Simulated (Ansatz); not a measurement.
The decay constant κ of evanescent states in the gap governs leakage through a thin film.

Data:

```
CELL_PARAMETERS angstrom
      2.69428     0.00000     0.00000
      0.00000     4.37602     0.00000
      1.34714     0.00000     2.33331
ATOMIC_POSITIONS crystal
  Be 0.33333 0.99984 0.33333
  Be 0.66667 0.49984 0.66667
  O  0.33333 0.62266 0.33333
  O  0.66667 0.12266 0.66667
```

The cell is taken as given; by r2SCAN it stands under a pressure of -0.9 GPa.

Transport runs along the normal of the first two printed cell vectors, the (100) plane of the conventional cell.

The gap is the functional's own. No spin-orbit coupling. Mid-gap values are those at the computed energy nearest the middle.

Problem. Predict the band gap and the smallest decay constant κ at mid-gap from r2SCAN in Ansatz (a program for electronic structure).

Solution. Gap 8.51 eV on a 14×8×14 mesh; κ = 0.496 1/Å, at the zone centre.
